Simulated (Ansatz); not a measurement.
## Pressure coefficients of BaS

```cif
data_structure
_symmetry_space_group_name_H-M 'Fm-3m'
_symmetry_Int_Tables_number 225
_cell_length_a 6.3875
_cell_length_b 6.3875
_cell_length_c 6.3875
_cell_angle_alpha 90.000
_cell_angle_beta 90.000
_cell_angle_gamma 90.000
_cell_volume 260.61
loop_
_atom_site_label
_atom_site_type_symbol
_atom_site_symmetry_multiplicity
_atom_site_Wyckoff_symbol
_atom_site_fract_x
_atom_site_fract_y
_atom_site_fract_z
_atom_site_occupancy
Ba1 Ba 4 a 0.00000 0.00000 0.00000 1
S1 S 4 b 0.50000 0.00000 0.00000 1
```

The runs use the primitive cell with vectors (0.000, 3.194, 3.194), (3.194, 0.000, 3.194), (3.194, 3.194, 0.000) Å, to which the k mesh refers.

Symmetry: Fm-3m, No. 225, cubic system. The conventional cell has a = 6.388 Å, b = 6.388 Å, c = 6.388 Å, α = 90.00°, β = 90.00°, γ = 90.00°. Ba (site symmetry m-3m) is surrounded by 6 S at 3.19 Å. S (site symmetry m-3m) is surrounded by 6 Ba at 3.19 Å.

The cell is COD entry 9008600, as deposited and not checked against the literature; nothing was relaxed.

No spin–orbit coupling, which matters for the heavy atoms here.

Theory: DFT, PBEsol, all-electron LAPW, scalar-relativistic in Ansatz 0.2.0.

Settings: a Γ-centred 8×8×8 k mesh, Fermi–Dirac smearing of 0.02 eV, basis error target 0.25 meV/atom, no spin polarisation.

The cell is scaled evenly with fractional coordinates held. Semilocal gaps are too small, but their slopes carry over better.

| V/V(cell) | P (GPa) | gap on the k mesh (eV) |
| --- | --- | --- |
| 0.9500 | 1.23 | 1.993 |
| 0.9600 | 0.70 | 2.012 |
| 0.9750 | -0.04 | 2.040 |
| 0.9800 | -0.28 | 2.049 |
| 0.9900 | -0.73 | 2.065 |
| 1.0000 | -1.15 | 2.082 |
| 1.0100 | -1.55 | 2.097 |
| 1.0200 | -1.93 | 2.112 |
| 1.0250 | -2.11 | 2.119 |
| 1.0400 | -2.63 | 2.140 |
| 1.0500 | -2.95 | 2.153 |
| 1.0600 | -3.25 | 2.165 |

Q: From the rows at 0.9900 and 1.0100, what is the bulk modulus at the cell's volume?

A: B = −ΔP/Δln V = −[(-1.55) − (-0.73)]/0.02000 = 41.0 GPa.

Q: What are the gap's volume deformation potential and pressure coefficient?

A: dEg/dln V = (2.097 − 2.065)/0.02000 = 1.60 eV, and dEg/dP = −(dEg/dln V)/B = -39 meV/GPa: pressure narrows the gap.

Q: Predict the row at V/V(cell) = 0.9400. How far is a linear estimate of P off?

A: P = 1.79 GPa, gap 1.973 eV. The linear estimate P(cell) − B ln(V/V(cell)) = 1.39 GPa misses by 0.40 GPa, since the modulus grows under compression.
